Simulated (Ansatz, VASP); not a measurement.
# Two plane-wave programs on Ag

Contents of INCAR:

```
SYSTEM = Ag
ALGO = Fast
EDIFF = 1E-6
ENCUT = 520
GGA = RE
ISIF = 2
ISMEAR = -1
LASPH = .TRUE.
LCHARG = .TRUE.
LELF = .TRUE.
LREAL = .FALSE.
LVHAR = .TRUE.
LWAVE = .FALSE.
NBANDS = 12
NELM = 100
PREC = Accurate
SIGMA = 0.1
```

KPOINTS

```
k-points
0
G
  15 15 15
  0 0 0
```

Contents of POSCAR:

```
Ag
1.0
   -1.7136825509      1.7136825509      1.7136825509
    1.7136825509     -1.7136825509      1.7136825509
    1.7136825509      1.7136825509     -1.7136825509
Ag
1
Direct
    0.0000000000      0.0000000000      0.0000000000
```

Input for Ansatz:

```yaml
crystal:
  lattice:
    - [-1.7136825509, 1.7136825509, 1.7136825509]
    - [1.7136825509, -1.7136825509, 1.7136825509]
    - [1.7136825509, 1.7136825509, -1.7136825509]
  atoms:
    - { symbol: Ag, position: [0.0, 0.0, 0.0] }
hamiltonian:
  xc: revpbe
  pseudopotentials:
    kind: paw
    azcp:
      Ag: "pseudopotentials/Ag.paw.azcp"
basis:
  ecutwfc: 420
  fft_grid_basis: typed
kpoints:
  mp_grid: { grid: [15, 15, 15], shift: [0, 0, 0] }
magnetization:
  spin_polarized: false
scf:
  occupations: { method: fermi_dirac, width: 0.1 }
  lower_state_search: "off"
output:
  stress: true
  write_density: true
  write_potential: true
  elf: true
  volumetric_format: npy
```

Alike in both runs: task single point; functional revPBE; k mesh 15 × 15 × 15; occupations fermi-dirac, width 0.1 eV; no spin polarisation.

```csv
,VASP,Ansatz
version,VASP 6.6.1,Ansatz 0.2.0
potentials or method,"VASP PAW PBE potentials, release 64 (Ag)","plane waves (420 eV) with PAW, scalar-relativistic"
plane-wave cutoff (eV),520,420
valence electrons in the cell,11,19
```

```tsv
	VASP	Ansatz	Ansatz less VASP
pressure (GPa)	-4.9	-4.9	+0.01
```

The two sets of potentials don't hold the same shells in valence.

Caveats: the PAW data sets were made with another functional, which shifts forces and pressure a little (VASP).
